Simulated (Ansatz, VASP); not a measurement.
**Pb: VASP beside Ansatz**

```xyz
1
Lattice="0.0000 2.4707 2.4707 2.4707 0.0000 2.4707 2.4707 2.4707 0.0000" Properties=species:S:1:pos:R:3 pbc="T T T"
Pb    0.0000    0.0000    0.0000
```

Alike in both runs: functional PBEsol; k mesh 12 × 12 × 12; occupations fermi-dirac, width 0.1 eV; no spin polarisation.

Ansatz relaxed the structure, and its values are those at the end. VASP's run is a single point on that final structure, the one shown.

|  | VASP | Ansatz |
| --- | --- | --- |
| version | VASP 6.6.1 | Ansatz 0.2.0 |
| potentials or method | VASP PAW PBE potentials, release 64 (Pb_d) | PAW with Ansatz's default frozen-core files, scalar-relativistic |
| plane-wave cutoff (eV) | 520 | 420 |
| valence electrons in the cell | 14 | 14 |

|  | VASP | Ansatz | Ansatz less VASP |
| --- | --- | --- | --- |
| pressure (GPa) | -0.1 | 0.0 | +0.09 |

Caveats: the PAW data sets were made with another functional, which shifts forces and pressure a little (VASP). The runs have no spin-orbit coupling, so splittings on Pb are missing.
